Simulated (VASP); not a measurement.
# K (Im-3m) in VASP: single point with HSE06

Aim: the single point of K with HSE06.

Everything below comes from runs of VASP 6.6.1. Logs are shortened: lines on timing, memory, paths and dates and some standing lists are left out, and cuts for length are marked.

### Step 1. The structure

It takes space group Im-3m (No. 229, cubic). The conventional cell has a = 5.217 Å, b = 5.217 Å, c = 5.217 Å, α = 90.00°, β = 90.00°, γ = 90.00°.

### Step 2. Single point, HSE06

Contents of POSCAR:

```
K
1.0
   -2.6084600000      2.6084600000      2.6084600000
    2.6084600000     -2.6084600000      2.6084600000
    2.6084600000      2.6084600000     -2.6084600000
K
1
Direct
    0.0000000000      0.0000000000      0.0000000000
```

Contents of INCAR.step1:

```
ALGO = Normal
EDIFF = 1E-5
ENCUT = 520
GGA = PE
ISIF = 2
ISMEAR = 0
LASPH = T
LCHARG = F
LREAL = F
LWAVE = T
NBANDS = 10
NELM = 100
PREC = Accurate
SIGMA = 0.1
```

Contents of INCAR.step2:

```
ALGO = Normal
EDIFF = 1E-7
ENCUT = 520
GGA = PE
HFSCREEN = 0.2
ISIF = 2
ISMEAR = 0
ISTART = 1
LASPH = T
LCHARG = F
LHFCALC = T
LREAL = F
LWAVE = F
NBANDS = 10
NELM = 100
PREC = Accurate
PRECFOCK = Fast
SIGMA = 0.1
```

Contents of KPOINTS:

```
k-points
0
Gamma
  6 6 6
```

Potentials or basis: VASP PAW PBE potentials, release 64 (K_sv).

On the command line:

```
cat potpaw_PBE.64/K_sv/POTCAR > POTCAR
cp INCAR.step1 INCAR
mpirun -np 1 vasp_std > vasp.out
cp INCAR.step2 INCAR
mpirun -np 1 vasp_std > vasp.out
```

OUTCAR:

```text
EDIFF = 1E-7
   ENCUT = 520
   GGA = PE
   HFSCREEN = 0.2
   ISIF = 2
   ISMEAR = 0
   ISTART = 1
   LASPH = T
   LHFCALC = T
   LREAL = F
   NELM = 100
   PREC = Accurate
   PRECFOCK = Fast

 ion  position               nearest neighbor table
   1  0.000  0.000  0.000-

  LATTYP: Found a body centered cubic cell.
 ALAT       =     5.2169200000

  Lattice vectors:

 A1 = (  -2.6084600000,   2.6084600000,   2.6084600000)
 A2 = (   2.6084600000,  -2.6084600000,   2.6084600000)
 A3 = (   2.6084600000,   2.6084600000,  -2.6084600000)

Analysis of symmetry for initial positions (statically):
=====================================================================
 Subroutine PRICEL returns:
 Original cell was already a primitive cell.

 Routine SETGRP: Setting up the symmetry group for a
 body centered cubic supercell.

 Subroutine GETGRP returns: Found 48 space group operations
 (whereof 48 operations were pure point group operations)
 out of a pool of 48 trial point group operations.

The static configuration has the point symmetry O_h .

Analysis of symmetry for dynamics (positions and initial velocities):
=====================================================================
 Subroutine PRICEL returns:
 Original cell was already a primitive cell.

 Routine SETGRP: Setting up the symmetry group for a
 body centered cubic supercell.

 Subroutine GETGRP returns: Found 48 space group operations
 (whereof 48 operations were pure point group operations)
 out of a pool of 48 trial point group operations.

The dynamic configuration has the point symmetry O_h .

 Subroutine INISYM returns: Found 48 space group operations
 (whereof 48 operations are pure point group operations),
 and found     1 'primitive' translations

----------------------------------------------------------------------------------------

                                     Primitive cell

  volume of cell :      70.9925

  direct lattice vectors                    reciprocal lattice vectors
    -2.608460000  2.608460000  2.608460000     0.000000000  0.191683982  0.191683982
     2.608460000 -2.608460000  2.608460000     0.191683982  0.000000000  0.191683982
     2.608460000  2.608460000 -2.608460000     0.191683982  0.191683982  0.000000000

  length of vectors
     4.517985250  4.517985250  4.517985250     0.271082087  0.271082087  0.271082087

  position of ions in fractional coordinates (direct lattice)
     0.000000000  0.000000000  0.000000000

  ion indices of the primitive-cell ions
   primitive index   ion index
                 1           1

----------------------------------------------------------------------------------------

 KPOINTS: k-points

Automatic generation of k-mesh.
 Grid dimensions read from file:
 generate k-points for:    6    6    6

 Generating k-lattice:

  Cartesian coordinates                     Fractional coordinates (reciprocal lattice)
     0.000000000  0.031947330  0.031947330     0.166666667  0.000000000  0.000000000
     0.031947330  0.000000000  0.031947330     0.000000000  0.166666667  0.000000000
     0.031947330  0.031947330  0.000000000     0.000000000  0.000000000  0.166666667

  Length of vectors
     0.045180348  0.045180348  0.045180348

  Shift w.r.t. Gamma in fractional coordinates (k-lattice)
     0.000000000  0.000000000  0.000000000

 Subroutine IBZKPT returns following result:
 ===========================================

 Found     16 irreducible k-points:

 Following reciprocal coordinates:
            Coordinates               Weight
  0.000000  0.000000  0.000000      1.000000
  0.166667  0.000000  0.000000     12.000000
  0.333333  0.000000  0.000000     12.000000
  0.500000  0.000000  0.000000      6.000000
  0.166667  0.166667  0.000000     24.000000
  0.333333  0.166667  0.000000     48.000000
[... 8 lines left out ...]
  0.500000  0.500000  0.333333     12.000000
  0.500000  0.500000  0.500000      1.000000
   k-points           NKPTS =     16   k-points in BZ     NKDIM =    216   number of bands    NBANDS=     10
   number of dos      NEDOS =    301   number of ions     NIONS =      1
   total plane-waves  NPLWV =  46656
   dimension x,y,z NGX =    36 NGY =   36 NGZ =   36
   dimension x,y,z NGXF=    72 NGYF=   72 NGZF=   72
   ions per type =               1
   NGX,Y,Z   is equivalent  to a cutoff of  13.25, 13.25, 13.25 a.u.
   NGXF,Y,Z  is equivalent  to a cutoff of  26.49, 26.49, 26.49 a.u.
 SYSTEM =  unknown system
   PREC   = accura    normal or accurate (medium, high low for compatibility)
   ISTART =      1    job   : 0-new  1-cont  2-samecut
   ICHARG =      0    charge: 1-file 2-atom 10-const
   ISPIN  =      1    spin polarized calculation?
   LNONCOLLINEAR =      F non collinear calculations
   LSORBIT =      F    spin-orbit coupling
   LASPH  =      T    aspherical Exc in radial PAW
   ENCUT  =  520.0 eV  38.22 Ry    6.18 a.u.   8.40  8.40  8.40*2*pi/ulx,y,z
   NELM   =    100;   NELMIN=  2; NELMDL=  0     # of ELM steps
   EDIFF  = 0.1E-06   stopping-criterion for ELM
   LREAL  =      F    real-space projection
   EDIFFG = 0.1E-05   stopping-criterion for IOM
   NSW    =      0    number of steps for IOM
   IBRION =     -1    ionic relax: 0-MD 1-quasi-New 2-CG
   NFREE  =      0    steps in history (QN), initial steepest desc. (CG)
   ISIF   =      2    stress and relaxation
   ISYM   =      3    0-nonsym 1-usesym 2-fastsym
   POTIM  = 0.5000    time-step for ionic-motion
   TEBEG  =    0.0;   TEEND  =   0.0 temperature during run
   PSTRESS=    0.0 pullay stress
   NELECT =       9.0000    total number of electrons
   NUPDOWN=      -1.0000    fix difference up-down
   EMIN   =  10.00;   EMAX   =-10.00  energy-range for DOS
   EFERMI =   0.00;   METHOD = LEGACY
   ISMEAR =     0;   SIGMA  =   0.10  broadening in eV -4-tet -1-fermi 0-gaus
   EFERMI_NEDOS =   21; number of points for ismear=-14 and -15
   IALGO  =     38    algorithm
   IMIX   =      1    mixing-type and parameters
     AMIX     =   0.40;   BMIX     =  1.00
     AMIX_MAG =   1.60;   BMIX_MAG =  1.00
  volume/ion in A,a.u.               =      70.99       479.08
  Fermi-wavevector in a.u.,A,eV,Ry     =   0.822403  1.554117  9.202261  0.676347
  Thomas-Fermi vector in A             =   1.933732
   LORBIT       =      0    0 simple, 1 ext, 2 COOP (PROOUT), +10 PAW based schemes
   GGA     = PE    functional components
   LHFCALC =     T    Hartree Fock is set to
   PRECFOCK=fast      Normal, Fast or Accurate (Low or Medium for compatibility)
   ENCUT4O =  -1.0   cutoff for four orbital integrals eV
   NKREDX  =     1    reduce k-point grid by
   NKREDY  =     1    reduce k-point grid by
   NKREDZ  =     1    reduce k-point grid by
   AEXX    =    0.2500 exact exchange contribution
   HFSCREEN=    0.2000 screening length (either q_TF or 0.3 A-1)
   HFSCREENC=   0.2000 screening length for correlation (either q_TF or 0.3 A-1)
   ENCUTFOCK=  -1.0 apply spherical cutoff to Coloumb kernel
   IVDW    =     0    specifies the selected vdW correction
   LEPSILON=     F    determine dielectric tensor
   LRPA    =     F    only Hartree local field effects (RPA)
 non-spin polarized calculation
 Gauss-broadening in eV      SIGMA  =   0.10
  energy-cutoff  :      520.00
  volume of cell :       70.99
 maximum number of plane-waves:      1961
 NGX is ok and might be reduce to    36
  NGX = 20; NGY = 20; NGZ = 20

 number of electron       9.0000000 magnetization

 Free energy of the ion-electron system (eV)
  ---------------------------------------------------
  ext. energy  EPLUGINS =         0.00000000
  ---------------------------------------------------
  free energy    TOTEN  =        -1.09347971 eV

  energy without entropy =       -1.08109620  energy(sigma->0) =       -1.08728796

 E-fermi :   0.0262     XC(G=0):  -4.9185

 val. band max:       -0.2935175558   @ k =   0.1667   0.1667   0.1667
 cond. band min:       0.0373342253   @ k =   0.3333   0.1667   0.0000
 fundamental gap:      0.3308517811
 Fermi energy:         0.0262106861

 k-point     1 :       0.0000    0.0000    0.0000
  band No.  band energies     occupation
      1     -35.1735      2.00000
      2     -17.2546      2.00000
      3     -17.2546      2.00000
      4     -17.2546      2.00000
      5      -2.6118      2.00000
      6       4.9720      0.00000
      7       4.9720      0.00000
      8       4.9720      0.00000
      9       5.9580      0.00000
     10       5.9580      0.00000

 k-point     2 :       0.1667    0.0000    0.0000
  band No.  band energies     occupation
      1     -35.1723      2.00000
      2     -17.2746      2.00000
      3     -17.2610      2.00000
      4     -17.2545      2.00000
      5      -2.1895      2.00000
      6       4.1903      0.00000
      7       4.5206      0.00000
      8       5.2604      0.00000
      9       5.6794      0.00000
     10       5.8508      0.00000

 k-point     3 :       0.3333    0.0000    0.0000
  band No.  band energies     occupation
      1     -35.1699      2.00000
      2     -17.3134      2.00000
      3     -17.2737      2.00000
      4     -17.2544      2.00000
      5      -1.0124      2.00000
      6       2.4716      0.00000
      7       3.9076      0.00000
      8       5.7789      0.00000
      9       5.9268      0.00000
     10       6.0832      0.00000

 k-point     4 :       0.5000    0.0000    0.0000
  band No.  band energies     occupation
      1     -35.1686      2.00000
      2     -17.3323      2.00000
      3     -17.2801      2.00000
      4     -17.2543      2.00000
      5       0.5724      0.00000
      6       0.7469      0.00000
      7       3.6713      0.00000
      8       5.5773      0.00000
      9       6.3989      0.00000
     10       6.6275      0.00000
[... 118 lines left out ...]
 k-point    14 :      -0.3333    0.3333    0.3333
  band No.  band energies     occupation
      1     -35.1668      2.00000
      2     -17.3054      2.00000
      3     -17.2950      2.00000
      4     -17.2950      2.00000
      5       0.3426      0.00001
      6       2.5563      0.00000
      7       3.8615      0.00000
      8       3.8615      0.00000
      9       4.5868      0.00000
     10       6.5588      0.00000

 k-point    15 :       0.5000    0.5000    0.3333
  band No.  band energies     occupation
      1     -35.1658      2.00000
      2     -17.3151      2.00000
      3     -17.3021      2.00000
      4     -17.2959      2.00000
      5       1.4931      0.00000
      6       1.7631      0.00000
      7       3.4313      0.00000
      8       3.8167      0.00000
      9       4.6809      0.00000
     10       6.9887      0.00000

 k-point    16 :       0.5000    0.5000    0.5000
  band No.  band energies     occupation
      1     -35.1649      2.00000
      2     -17.3095      2.00000
      3     -17.3095      2.00000
      4     -17.3095      2.00000
      5       1.9668      0.00000
      6       1.9668      0.00000
      7       3.8538      0.00000
      8       3.8538      0.00000
      9       3.8538      0.00000
     10       6.2032      0.00000

------------------------ aborting loop because EDIFF is reached ----------------------------------------

  FORCE on cell =-STRESS in cart. coord.  units (eV):
  Direction    XX          YY          ZZ          XY          YZ          ZX
  --------------------------------------------------------------------------------------
  -------------------------------------------------------------------------------------
  Total        0.1200107      0.1200107      0.1200107      0.0000000      0.0000000     -0.0000000
  in kB        2.7084330      2.7084330      2.7084330      0.0000000      0.0000000     -0.0000000
  external PRESSURE =       2.7084330 kB  Pullay stress =       0.0000000 kB

 VOLUME and BASIS-vectors are now :
 -----------------------------------------------------------------------------
  energy-cutoff  :      520.00
  volume of cell :       70.99
      direct lattice vectors                 reciprocal lattice vectors
    -2.608460000  2.608460000  2.608460000     0.000000000  0.191683982  0.191683982
     2.608460000 -2.608460000  2.608460000     0.191683982  0.000000000  0.191683982
     2.608460000  2.608460000 -2.608460000     0.191683982  0.191683982  0.000000000

 POSITION                                       TOTAL-FORCE (eV/Angst)
 -----------------------------------------------------------------------------------
      0.00000      0.00000      0.00000        -0.000000     -0.000000     -0.000000
 -----------------------------------------------------------------------------------
    total drift:                               -0.000000      0.000000     -0.000000

  FREE ENERGIE OF THE ION-ELECTRON SYSTEM (eV)
  ---------------------------------------------------
  free  energy   TOTEN  =        -1.0934797141 eV

  energy  without entropy=       -1.0810961967  energy(sigma->0) =       -1.08728796
```

Wall time 5 min (1 thread of Intel Xeon 6975P-C (Granite Rapids), shared host); peak memory 0.31 GiB.

What came out:

```yaml
Free_energy: -1.0935 eV
Pressure: 0.3 GPa
Band_gap_on_the_k_mesh: none (metal or under the smearing width)
```

Levels at points of the mesh, in eV from the Fermi level:
```csv
k point,band 2,band 3,band 4,band 5,band 6,band 7
"(0.00, 0.00, 0.00)",-17.28,-17.28,-17.28,-2.64,4.95,4.95
"(0.50, 0.00, 0.00)",-17.36,-17.31,-17.28,0.55,0.72,3.65
"(0.50, 0.50, 0.50)",-17.34,-17.34,-17.34,1.94,1.94,3.83
```

Caveat: the PAW data sets were made with another functional, which shifts forces and pressure a little.
